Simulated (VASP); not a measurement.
## Cu2O (Cuprite): relaxation of cell and atoms with PBE

The system is Cu2O (Cuprite).

```
Cu O
1.0
     4.30713    0.00000    0.00000
     0.00000    4.30713    0.00000
     0.00000    0.00000    4.30713
Cu O
4 2
Direct
  0.25000 0.25000 0.25000
  0.25000 0.75000 0.75000
  0.75000 0.75000 0.25000
  0.75000 0.25000 0.75000
  0.00000 0.00000 0.00000
  0.50000 0.50000 0.50000
```

```yaml
Program: VASP 6.6.1
Task: relaxation of cell and atoms
Functional: PBE
Potentials_or_basis: VASP PAW PBE potentials, release 64 (Cu, O)
Cutoff: 600 eV
k_mesh: 6 × 6 × 6
Occupations: gaussian, width 0.03 eV
Spin: no spin polarisation
Further_INCAR_settings: ALGO = Normal; EDIFF = 1e-07; IBRION = 2; EDIFFG = -0.005; NSW = 90; ISIF = 3
```

```json
{
  "Pressure after relaxing": "0.0 GPa",
  "Band gap on the k mesh": "0.47 eV, direct"
}
```

Final structure:
```yaml
crystal:
  lattice:
    - [4.30713, 0.00000, 0.00000]
    - [0.00000, 4.30713, 0.00000]
    - [0.00000, 0.00000, 4.30713]
  atoms:
    - { symbol: Cu, position: [0.25000, 0.25000, 0.25000] }
    - { symbol: Cu, position: [0.25000, 0.75000, 0.75000] }
    - { symbol: Cu, position: [0.75000, 0.75000, 0.25000] }
    - { symbol: Cu, position: [0.75000, 0.25000, 0.75000] }
    - { symbol: O, position: [0.00000, 0.00000, 0.00000] }
    - { symbol: O, position: [0.50000, 0.50000, 0.50000] }
```

Levels at points of the mesh, in eV from the valence-band top:
| k point | band 26 | band 27 | band 28 | band 29 | band 30 | band 31 |
| --- | --- | --- | --- | --- | --- | --- |
| (0.00, 0.00, 0.00) | 0.00 | 0.00 | 0.00 | 0.47 | 1.36 | 1.36 |
| (0.50, 0.00, 0.00) | -1.14 | -0.37 | -0.37 | 2.19 | 2.19 | 4.26 |
| (0.50, 0.50, 0.00) | -1.15 | -0.62 | -0.62 | 1.91 | 1.91 | 3.79 |
| (0.50, 0.50, 0.50) | -0.54 | -0.54 | -0.54 | 2.51 | 2.51 | 2.51 |

It took 17 s on 2 MPI ranks on Intel(R) Xeon(R) 6975P-C (Granite Rapids), on a shared host, peak memory 0.22 GiB a rank.

Caveat: the relaxation stopped at its first step, so nothing moved. A k mesh can miss the band edges.
